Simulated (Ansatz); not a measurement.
# PbSe: restoring forces

PbSe is deformed so: atom 1 (Pb) moved by (0.200, 0.000, 0.000) Å. What stress and forces result, by LAPW, PAW and all-electron datasets made for the crystal?

Method: DFT PBE, scalar-relativistic, in Ansatz 0.2.0.

## (1) The structure to begin with

It takes space group Fm-3m (No. 225, cubic). Conventional cell: a = 6.124 Å, b = 6.124 Å, c = 6.124 Å, α = 90.00°, β = 90.00°, γ = 90.00°. Around Pb (site symmetry m-3m) lie 6 Se at 3.06 Å. Se (site symmetry m-3m) is surrounded by 6 Pb at 3.06 Å.

Coordinates:

```cif
data_structure
_symmetry_space_group_name_H-M 'Fm-3m'
_symmetry_Int_Tables_number 225
_cell_length_a 6.1243
_cell_length_b 6.1243
_cell_length_c 6.1243
_cell_angle_alpha 90.000
_cell_angle_beta 90.000
_cell_angle_gamma 90.000
_cell_volume 229.70
loop_
_atom_site_label
_atom_site_type_symbol
_atom_site_symmetry_multiplicity
_atom_site_Wyckoff_symbol
_atom_site_fract_x
_atom_site_fract_y
_atom_site_fract_z
_atom_site_occupancy
Pb1 Pb 4 a 0.00000 0.00000 0.00000 1
Se1 Se 4 b 0.50000 0.00000 0.00000 1
```

The file gives the conventional cell by its symmetry; the runs use the cell typed in the input.

Atoms are numbered in the order of the input: Pb1, Se2.

## (2) After the deformation

Space group Fm-3m before, I4mm after.

## (3) All-electron LAPW

File input.yaml:

```yaml
crystal:
  lattice:
    - [0.0, 3.06215, 3.06215]
    - [3.06215, 0.0, 3.06215]
    - [3.06215, 3.06215, 0.0]
  atoms:
    - { symbol: Pb, position: [-0.0326567934, 0.0326567934, 0.0326567934] }
    - { symbol: Se, position: [0.5, 0.5, 0.5] }
kpoints:
  mp_grid: { grid: [7, 7, 7] }
scf:
  occupations: { method: fermi_dirac, width: 0.02 }
hamiltonian:
  xc: pbe
  pseudopotentials: { kind: all_electron, lapw: { basis_error: 0.0005 } }
output:
  forces: true
  stress: true
  eigenvalues: true
```

What it wrote (excerpt; [...] marks lines left out):

```text
LAPW: plane waves up to 7.989 Å⁻¹, error target 5.0e-4 eV per atom; small_component_spin mean_spin; Se in spheres of 1.359 Å, 24 of its electrons in bands, Dirac shells []; Pb in spheres of 1.503 Å, 36 of its electrons in bands, Dirac shells []
[...]
Pseudopotentials: kind: all_electron
Pseudopotential: Pb, LAPW, valence charge 36, Koelling and Harmon's equation, gaussian nucleus
Pseudopotential: Se, LAPW, valence charge 24, Koelling and Harmon's equation, gaussian nucleus
Functional definition: PBE
[...]
Crystal: 2 atoms, lattice volume = 57.426 Å³
Basis set: ecut = 243.14856590270506 eV, 531 PW (Γ), exchange–correlation at level 2
Bands: 36, of which v1, the nominal top of the filled ones, is band 30 counted from 1 (29 counted from 0)
Symmetry: 8 space group operations
Space group: I4mm (ITA 107), of the structure as read, at distance tolerance 3.9e-5 Å
k-points: 40 of 343 (time reversal used)
[...]
SCF iter   1: F=—  HF=-634193.636588 eV  |F-HF|=—  |Δ(HF+E_count)|=         —  Δρ=2.52e-2  dr2=8.99e-1  ethr=1.50e-3  ⟨swp⟩=2.0  Hψ=8890  notcnv=0
[...]
the basis was enlarged: its passes take 45.7 KiB over the memory plan, 1 of 1 planned eigensolver slots
[...]
SCF iter   7: F=-634193.358978 eV  HF=-634193.358978 eV  |F-HF|=5.59e-9  |Δ(HF+E_count)|=   1.50e-8  Δρ=6.03e-6  dr2=3.06e-8  ethr=5.99e-10  ⟨swp⟩=3.0  Hψ=4394  notcnv=0
[...]
SCF converged after 7 iterations
Free energy (F): -634193.358978 eV
[...]
E sigma→0 (E₀):  -634193.358978 eV
Fermi energy:    11.928890 eV
[...]
--- Forces (eV/Å), atoms counted from 1 ---
  atom   1  Pb    -0.23369952     0.00000000     0.00000000
  atom   2  Se     0.23372166    -0.00000000     0.00000000
[...]
--- Stress (GPa, compression-positive) ---
        4.033971       0.000000       0.000000
        0.000000       2.313541      -0.000000
        0.000000      -0.000000       2.313541
  P = ⅓ Tr σ = 2.8870 GPa (28.870 kbar)
--- Band table (eV; the first three rows and the last of 40) ---
[...]
```

Wall time 22 s (1 thread, shared host).

Read from it: pressure 2.89 GPa; gap on the k mesh 1.04 eV (an odd mesh misses the zone boundary); largest force 0.234 eV/Å.

## (4) Frozen-core PAW

input.yaml, as its differences from that of step 3:

```diff
@@ -14,3 +14,3 @@
   xc: pbe
-  pseudopotentials: { kind: all_electron, lapw: { basis_error: 0.0005 } }
+  pseudopotentials: { kind: paw }
 output:
@@ -19 +19,2 @@
   eigenvalues: true
+  efg: { contact_densities: true }
```

What it wrote (excerpt; [...] marks lines left out):

```text
Pb: output.efg is read without spin–orbit coupling, which moves field gradients at and beside such atoms by some per cent and up to a factor of two; PAW files take it under magnetization.noncollinear and magnetization.spin_orbit
[...]
Pseudopotentials: kind: paw
Pseudopotential: Pb, paw, valence charge 14, recommended cutoff 420 eV (normal)
Pseudopotential: Se, paw, valence charge 16, recommended cutoff 420 eV (normal)
[... 1 set-up line as earlier in the session ...]
[...]
Crystal: 2 atoms, lattice volume = 57.426 Å³
Basis set: ecut = 420 eV, 1139 PW (Γ), exchange–correlation on 60×60×60 points (8 copies of the dense FFT grid, shifted against one another)
Bands: 19, of which v1, the nominal top of the filled ones, is band 15 counted from 1 (14 counted from 0)
[... 2 set-up lines as earlier in the session ...]
[...]
  atom   1  Pb    -0.23381160     0.00000000     0.00000000
  atom   2  Se     0.23383785    -0.00000000     0.00000000
[...]
--- Stress (GPa, compression-positive) ---
        4.032091       0.000000       0.000000
        0.000000       2.309365       0.000000
        0.000000       0.000000       2.309365
  P = ⅓ Tr σ = 2.8836 GPa (28.836 kbar)
--- PAW observables at the nuclei: V_zz in 10²¹ V/m², potentials from the cell's mean, atoms counted from 1 ---
  atom   1  Pb V_zz =    -7.876149   η = 0.0000   by run symmetry: allowed
            electrostatic potential = -17478.398649 V   contact ρ = 16532686.864483 e/Å³
  atom   2  Se V_zz =    +0.499719   η = 0.0000   by run symmetry: allowed
            electrostatic potential = -4712.849265 V   contact ρ = 262885.594997 e/Å³
--- Band table (eV; the first three rows and the last of 40) ---
  k-point 0: bands = ["-38.2433", "-38.2393", "-38.2393", "-38.2376", "-38.2354", "-7.8186", "-7.8164", "-7.8141", "-7.8126", "-7.8126", "-4.6293", "2.7403", "7.0559", "7.1506", "7.1506", "13.4732", "13.4732", "13.7890", "15.5248"]
[...]
```

Run time: 9.2 s. Hardware: 1 thread, shared host.

This run gives: pressure 2.88 GPa; gap on the k mesh 1.04 eV (an odd mesh misses the zone boundary); largest force 0.234 eV/Å; Vzz Pb1 -7.88 (η = 0.00), Se2 0.50 (η = 0.00) (10²¹ V/m²).

## (5) Datasets made for this crystal

input.yaml, as its differences from that of step 4:

```diff
@@ -14,3 +14,3 @@
   xc: pbe
-  pseudopotentials: { kind: paw }
+  pseudopotentials: { kind: all_electron, datasets: crystal }
 output:
```

What it wrote (excerpt; [...] marks lines left out):

```text
[...]
Pb: output.efg is read without spin–orbit coupling, which moves field gradients at and beside such atoms by some per cent and up to a factor of two; PAW files take it under magnetization.noncollinear and magnetization.spin_orbit
[...]
[... 1 set-up line as earlier in the session ...]
Pseudopotential: Pb, paw, valence charge 14, recommended cutoff 240 eV (normal), Koelling and Harmon's equation, gaussian nucleus
Pseudopotential: Se, paw, valence charge 6, recommended cutoff 240 eV (normal), Koelling and Harmon's equation, gaussian nucleus
[... 1 set-up line as earlier in the session ...]
[...]
Crystal: 2 atoms, lattice volume = 57.426 Å³
Basis set: ecut = 240 eV, 531 PW (Γ), exchange–correlation on 48×48×48 points (8 copies of the dense FFT grid, shifted against one another)
Bands: 14, of which v1, the nominal top of the filled ones, is band 10 counted from 1 (9 counted from 0)
[... 1 set-up line as earlier in the session ...]
[...]
--- Forces (eV/Å), atoms counted from 1 ---
  atom   1  Pb    -0.23381252     0.00000000     0.00000000
  atom   2  Se     0.23379598    -0.00000000     0.00000000
[...]
--- Stress (GPa, compression-positive) ---
        4.033502       0.000000       0.000000
        0.000000       2.311755       0.000000
        0.000000       0.000000       2.311755
  P = ⅓ Tr σ = 2.8857 GPa (28.857 kbar)
--- PAW observables at the nuclei: V_zz in 10²¹ V/m², potentials from the cell's mean, atoms counted from 1 ---
  atom   1  Pb V_zz =    -7.990872   η = 0.0000   by run symmetry: allowed
            electrostatic potential = -17478.313092 V   contact ρ = 16521524.518286 e/Å³
  atom   2  Se V_zz =    +0.507039   η = 0.0000   by run symmetry: allowed
            electrostatic potential = -4712.818910 V   contact ρ = 262956.042341 e/Å³
--- Band table (eV; the first three rows and the last of 40) ---
  k-point 0: bands = ["-5.0951", "-5.0946", "-5.0910", "-5.0902", "-5.0902", "-1.9032", "5.4667", "9.7817", "9.8764", "9.8764", "16.1991", "16.1991"]
[...]
```

It took 6.6 s on 1 thread, shared host.

This run gives: pressure 2.89 GPa; gap on the k mesh 1.04 eV (an odd mesh misses the zone boundary); largest force 0.234 eV/Å; Vzz Pb1 -7.99 (η = 0.00), Se2 0.51 (η = 0.00) (10²¹ V/m²).

## (6) Side by side

Stress (GPa, compression positive):

| method | xx | yy | zz | yz | xz | xy |
| --- | --- | --- | --- | --- | --- | --- |
| LAPW | 4.03 | 2.31 | 2.31 | 0.00 | 0.00 | 0.00 |
| PAW | 4.03 | 2.31 | 2.31 | 0.00 | 0.00 | 0.00 |
| crystal datasets | 4.03 | 2.31 | 2.31 | 0.00 | 0.00 | 0.00 |

Forces (eV/Å):

| atom | LAPW x | LAPW y | LAPW z | PAW x | PAW y | PAW z | crystal datasets x | crystal datasets y | crystal datasets z |
| --- | --- | --- | --- | --- | --- | --- | --- | --- | --- |
| Pb1 | -0.234 | 0.000 | 0.000 | -0.234 | 0.000 | 0.000 | -0.234 | 0.000 | 0.000 |
| Se2 | 0.234 | 0.000 | 0.000 | 0.234 | 0.000 | 0.000 | 0.234 | 0.000 | 0.000 |

```
          method  pressure (GPa)  gap on the k mesh (eV)  largest force (eV/Å)  Vzz Pb1 (10²¹ V/m²)  Vzz Se2 (10²¹ V/m²)  SCF cycles, all passes   time
            LAPW            2.89                    1.04                 0.234                    –                    –                       7   22 s
             PAW            2.88                    1.04                 0.234                -7.88                 0.50                       6  9.2 s
crystal datasets            2.89                    1.04                 0.234                -7.99                 0.51                       9  6.6 s
```

## (7) Outcome

```
                                 quantity                                           value
                                 pressure  LAPW 2.89, PAW 2.88, crystal datasets 2.89 GPa
largest shear or deviatoric stress (LAPW)                                        1.15 GPa
              force on Pb1 along the move                                     -0.234 eV/Å
```

What this shows: Pb1 feels a force against its move, a stiffness of 1.17 eV/Å² with all periodic images moving together. No run of the undeformed cell stands beside it, so the pressure holds what the given cell had before the change. PAW: stress within 0.01 GPa of LAPW, forces within 1 meV/Å. Crystal datasets: stress within 0.01 GPa of LAPW, forces within 1 meV/Å. Spin-orbit coupling is left out, though the cell holds Pb; in elements this heavy it can shift bands and gaps by tenths of an eV.

These are semilocal Kohn-Sham gaps, which aren't the measured quantity. Such gaps usually fall short of the measured ones; spin-orbit coupling, left out here, narrows gaps with Pb, so the two errors partly cancel.
